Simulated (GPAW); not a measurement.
# Ag (Fm-3m) in GPAW: notebook

The runs below take Ag through equation of state, with PBE, PBEsol+D3(BJ).

Everything below comes from runs of GPAW 26.7.0. Logs are shortened: lines on timing, memory, paths and dates and some standing lists are left out, and cuts for length are marked. The log counts tension as positive stress, the text compression.

**1. The structure**

It takes space group Fm-3m (No. 225, cubic). The conventional cell has a = 4.085 Å, b = 4.085 Å, c = 4.085 Å, α = 90.00°, β = 90.00°, γ = 90.00°. Around Ag (site symmetry m-3m) lie 12 Ag at 2.89 Å.

**2. Equation of state, PBE**

Input file run.py:

```python
from ase.eos import EquationOfState
from ase.io import Trajectory, read
from ase.units import GPa
from gpaw import GPAW, PW

atoms = read('Ag.xyz')

traj = Trajectory('eos.traj', 'w')
volumes, energies = [], []
for x in [0.94, 0.96, 0.98, 1.0, 1.02, 1.04, 1.06]:
    a = atoms.copy()
    a.set_cell(atoms.cell * x**(1 / 3), scale_atoms=True)
    calc = GPAW(mode=PW(600),
                xc='PBE',
                kpts={'size': (11, 11, 11), 'gamma': True},
                occupations={'name': 'fermi-dirac', 'width': 0.05},
                nbands=18,
                convergence={'density': 1e-05, 'energy': 1e-05},
                maxiter=150,
                txt=f'eos-{x:.2f}.txt')
    a.calc = calc
    energies.append(a.get_potential_energy(force_consistent=True))
    volumes.append(a.get_volume())
    p = -a.get_stress()[:3].mean() / GPa
    calc.write(f'eos-{x:.2f}.gpw')
    traj.write(a)
    print(f'{x:.2f} {volumes[-1]:10.4f} A^3 {energies[-1]:14.6f} eV {p:9.3f} GPa', flush=True)

v0, e0, B = EquationOfState(volumes, energies, eos='birchmurnaghan').fit()
print(f'V0 = {v0:.4f} A^3, E0 = {e0:.6f} eV, B0 = {B / GPa:.2f} GPa')
```

Input file Ag.xyz:

```xyz
1
Lattice="0.0000000000 2.0427500000 2.0427500000 2.0427500000 0.0000000000 2.0427500000 2.0427500000 2.0427500000 0.0000000000" Properties=species:S:1:pos:R:3 pbc="T T T"
Ag     0.0000000000      0.0000000000      0.0000000000
```

Potentials or basis: GPAW PAW data sets (gpaw-data 1.2.1), pw.

Started as:

```console
$ OMP_NUM_THREADS=1 python run.py
```

What it wrote:

```text
__  _  _
 | _ |_)|_||  |
 |__||  | ||/\| - 26.7.0

Input parameters:
  mode=PW(ecut=600.0),
  convergence={'density': 1e-05, 'energy': 1e-05},
  kpts=MonkhorstPack(size=(11, 11, 11), gamma=True),
  maxiter=150,
  nbands=18,
  occupations=Occupations(name='fermi-dirac', width=0.05),
  xc=XC(name='PBE')

Diagonalizing LCAO Hamiltonian
Converting LCAO to pw mode

       Ag

Atoms  # Å, Bohr magnetons
|   | symbol |        x |        y |        z |    initial magnetic moments |
|---|--------|----------|----------|----------|-----------------------------|
| 0 |     Ag | 0.000000 | 0.000000 | 0.000000 | ( 0.0000,  0.0000,  0.0000) |

Unit cell  # Å
| periodic |        x |        y |        z |  lengths |    angles |
|----------|----------|----------|----------|----------|-----------|
|      yes | 0.000000 | 2.001050 | 2.001050 | 2.829911 | 60.000000 |
|      yes | 2.001050 | 0.000000 | 2.001050 | 2.829911 | 60.000000 |
|      yes | 2.001050 | 2.001050 | 0.000000 | 2.829911 | 60.000000 |

Number of symmetries: 48
[... 51 lines left out ...]

BZ-sampling:
  Number of BZ points: 1331
  Number of IBZ points: 56

  Monkhorst-Pack size: [11, 11, 11]
  Monkhorst-Pack shift: [0, 0, 0]

K-points  # in reciprocal-cell coordinates
|     |                                coordinates |     weight |
|-----|--------------------------------------------|------------|
|   0 | (  0.00000000,   0.00000000,   0.00000000) | 0.00075131 |
|   1 | (  0.09090909,   0.09090909,   0.00000000) | 0.00450789 |
|   2 | (  0.09090909,   0.09090909,   0.09090909) | 0.00601052 |
|   3 | (  0.18181818,   0.09090909,   0.09090909) | 0.00901578 |
|   4 | (  0.18181818,   0.18181818,   0.00000000) | 0.00450789 |
|   5 | (  0.18181818,   0.18181818,   0.09090909) | 0.01803156 |
|   6 | (  0.18181818,   0.18181818,   0.18181818) | 0.00601052 |
|   7 | (  0.27272727,   0.18181818,   0.09090909) | 0.01803156 |
|   8 | (  0.27272727,   0.18181818,   0.18181818) | 0.01803156 |
|   9 | (  0.27272727,   0.27272727,   0.00000000) | 0.00450789 |
| ... |                                            |            |
|  55 | (  0.45454545,   0.45454545,   0.45454545) | 0.00601052 |

Plane wave coefficients: 543
Cutoff: 600.0 eV

Spin-components: 1 (collinear spins)
Bands:           18
Projectors:      6
Spin-degeneracy: 2
Datatype:        complex128

Parallelization:
  kpt:    1
  domain: 1
  band:   1

Density:
  Valence electrons: 17.0
  Components: 1
  Grid points: [16 16 16]
  Charge: 0.0  # |e|

Potential:
  Grid points: [16 16 16]

species:
  Ag:
    name:    Silver
    Z:       47.0
    valence: 17
    core:    30
    charge:  0.0  # [|e|]
    compensation charges:
      type: gauss
      rc: 0.40  # [Å]
      lmax: 2
    cutoffs:
      filter: 2.35  # [Å]
      core: 2.19  # [Å]
    projectors
    | kind |    occ | energy [eV] | rcut [Å] |
    |------|--------|-------------|----------|
    |   5s |  1.000 |      -4.401 |    1.286 |
    |   4p |  6.000 |     -58.577 |    1.328 |
    |   5p |  0.000 |      -0.738 |    1.328 |
    |   4d | 10.000 |      -7.446 |    1.180 |
    |    s |        |      22.811 |    1.286 |
    |    d |        |      19.766 |    1.180 |

    Using partial waves for Ag as LCAO basis

Reference energy: -144597.826354  # eV

eigensolver:
  PPCG
  Converge bands: occupied
  niter=2

density mixing:
  MSR1-Mixer
  Pratt-step length: 0.05
  Maximum mixing coefficient: 0.75
  Old densities: 10
  SVD Regularization: 0.005
  Good broyden scale: 1.0
  Trust region scale: 1.0
  Backstep threshold: 4.0
  History deletion threshold: 6.0
  Fourier metric: weight=20.0, sigma=0.015

occupation numbers:
  Fermi-Dirac:
    width: 0.0500  # eV

poisson solver:
  ecut: 4800.0  # eV

xc functional:
  name: PBE with 2 nearest neighbor stencil

convergence criteria:
- Maximum integral of absolute [dens]ity change: 1e-05 electrons / valence electron
- Maximum [total energy] change in last 3 cyles: 1e-05 eV / valence electron
- Maximum integral of absolute [eigenst]ate change: 4e-08 eV^2 / valence electron
maximum number of iterations: 150

SCF iterations
|iter     | |      energy | eigst |  dens |
|---------|-|-------------|-------|-------|
|iter:   1| |   -3.081996 | -0.55 |       |
|iter:   2| |   -3.015510 | -3.51 | -1.30 |
|iter:   3| |   -2.810334 | -3.11 | -1.35 |
|iter:   4| |   -2.807149 | -4.27 | -2.14 |
|iter:   5| |   -2.806264 | -4.29 | -2.40 |
|iter:   6| |   -2.806266 | -6.99 | -3.86 |
|iter:   7| |   -2.806266c| -7.39 | -4.12 |
|iter:   8| |   -2.806266c| -8.87c| -5.39c|

Converged in 8 steps
Energy contributions relative to reference atoms: (reference = -144597.826354)

Energy contributions:
  Kinetic:           2.098727
  Coulomb:          -2.703835
  Zero:              0.169414
  External:          0.000000
  Xc:               -2.369684
  Entropy:          -0.001775
  Spinorbit:         0.000000
  ----------------------------
  Free energy:      -2.807154
  Extrapolated:     -2.806266

dipole moment: (-12.522153, -12.522153, -12.522153)  # |e|*Ang

Fermi level: 9.348
Eigenvalues  # (at kpt = [0.000, 0.000, 0.000])
| band index |      eig [eV] | occ [0-2] |
|------------|---------------|-----------|
|          0 |       -46.391 |     2.000 |
|          1 |       -46.391 |     2.000 |
|          2 |       -46.391 |     2.000 |
|          3 |         0.889 |     2.000 |
|          4 |         4.126 |     2.000 |
|          5 |         4.126 |     2.000 |
[... 10 lines left out ...]
|         16 |        35.447 |     0.000 |
|         17 |        41.289 |     0.000 |

No gap
No difference between direct/indirect transitions

Stress tensor  # eV/Ang^3
|         x |         y |         z |
|-----------|-----------|-----------|
| -0.080348 |  0.000000 |  0.000000 |
|  0.000000 | -0.080348 | -0.000000 |
|  0.000000 | -0.000000 | -0.080348 |

# Writing to eos-0.94.gpw (mode='')
```

It took 90 s on 1 thread of Arm Neoverse V1, shared host; peak memory 0.22 GiB.

What came out:

| Property | Result |
| --- | --- |
| Equilibrium volume | 17.79 Å³/atom |
| Bulk modulus | 90 GPa |
| Pressure derivative of the bulk modulus | 6.2 |

Energy against volume, from the lowest point:
```csv
volume (Å³/atom),energy (meV/atom)
16.025,62.59
16.366,38.69
16.707,21.24
17.048,9.43
17.389,2.56
17.730,0.00
18.071,1.18
```

PBE usually gives volumes a little too large and moduli too small. Zero-point motion and thermal expansion aren't in these numbers.

**3. Equation of state, PBEsol+D3(BJ)**

Changes to run.py since step 2:

```diff
@@ -1 +1,2 @@
+from ase.calculators.mixing import SumCalculator
 from ase.eos import EquationOfState
@@ -3,5 +4,8 @@
 from ase.units import GPa
-from gpaw import GPAW, PW
+from dftd3.ase import DFTD3
+from gpaw import GPAW, PW, setup_paths
 
-atoms = read('Ag.xyz')
+setup_paths.insert(0, '.')
+
+atoms = read('POSCAR')
 
@@ -13,3 +17,3 @@
     calc = GPAW(mode=PW(600),
-                xc='PBE',
+                xc='PBEsol',
                 kpts={'size': (11, 11, 11), 'gamma': True},
@@ -20,4 +24,4 @@
                 txt=f'eos-{x:.2f}.txt')
-    a.calc = calc
-    energies.append(a.get_potential_energy(force_consistent=True))
+    a.calc = SumCalculator([calc, DFTD3(method='pbesol', damping='d3bj')])
+    energies.append(a.get_potential_energy())
     volumes.append(a.get_volume())
```

Input file POSCAR:

```
Ag
1.0
    0.0000000000      2.0427500000      2.0427500000
    2.0427500000      0.0000000000      2.0427500000
    2.0427500000      2.0427500000      0.0000000000
Ag
1
Direct
    0.0000000000      0.0000000000      0.0000000000
```

Potentials or basis: PAW data sets generated in the run's folder for this functional, pw.

Started as:

```console
$ gpaw-setup -f PBEsol Ag
$ OMP_NUM_THREADS=1 python run.py
```

It took 92 s on 1 thread of Arm Neoverse V1, shared host; peak memory 0.2 GiB.

It converged, with:

* Equilibrium volume: 15.89 Å³/atom (rough: see the caveat)
* Bulk modulus: 141 GPa (rough)

Energy against volume, from the lowest point:
```tsv
volume (Å³/atom)	energy (meV/atom)
16.025	0.00
16.366	5.38
16.707	15.96
17.048	31.14
17.389	50.27
17.730	72.78
18.071	98.17
```

Caveat: the minimum lies outside the volumes run.
